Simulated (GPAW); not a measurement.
Crystal: InP.

```
In P
1.0
     0.00000    2.93050    2.93050
     2.93050    0.00000    2.93050
     2.93050    2.93050    0.00000
In P
1 1
Direct
  0.00000 0.00000 0.00000
  0.75000 0.75000 0.75000
```

Base run:

* Program: GPAW 26.7.0
* Functional: revPBE
* Potentials or basis: the program's PAW data sets (release 1.2.1) made for this functional
* Cutoff: 600 eV
* Basis: pw
* k mesh: 6 × 6 × 6
* Occupations: fermi-dirac, width 0.05 eV
* Spin: spin-orbit coupling, no magnetisation

Its results: band gap on the k mesh 0.78 eV, direct; pressure 4.4 GPa.

The run is repeated on the same cell with these changes: functional from revPBE to PBEint; potentials or basis from the program's PAW data sets (release 1.2.1) made for this functional to PAW data sets generated in the run's folder for this functional. What comes out?

Band gap on the k mesh 0.66 eV, direct; pressure 1.2 GPa.

Caveats: spin-orbit coupling was added after a scalar SCF, so levels and gaps hold it while energy, forces, pressure and moments don't; this program's spin-orbit splittings come out too wide for heavy elements.

Not every run made on this cell is shown here.
